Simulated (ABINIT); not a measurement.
The system is CdSe (Cadmoselite).

```xyz
4
Lattice="4.3000 0.0000 0.0000 -2.1500 3.7239 0.0000 0.0000 0.0000 7.0200" Properties=species:S:1:pos:R:3 pbc="T T T"
Cd    2.1500    1.2413    3.5100
Cd    0.0000    2.4826    0.0000
Se    2.1500    1.2413    6.2127
Se    0.0000    2.4826    2.7027
```

Base run:

| Item | Value |
| --- | --- |
| Program | ABINIT 10.8.3 (patched build) |
| Functional | RPBE |
| Potentials or basis | JTH PAW PBE v2.0 |
| Cutoff | 707 eV |
| k mesh | 7 × 7 × 4 |
| Occupations | fermi-dirac, width 0.05 eV |
| Spin | no spin polarisation |

Its results: band gap on the k mesh 0.87 eV, direct; pressure 4.9 GPa; largest force 0.291 eV/Å.

**Question.** The run is repeated on the same cell with these changes: functional from RPBE to PBEsol. What comes out?

**Answer.** Band gap on the k mesh 0.57 eV, direct; pressure 0.1 GPa; largest force 0.268 eV/Å.

PBEsol binds more tightly than RPBE, so the same cell stands under less pressure.

Caveats: the PAW data sets were made with another functional, which shifts forces and pressure a little.

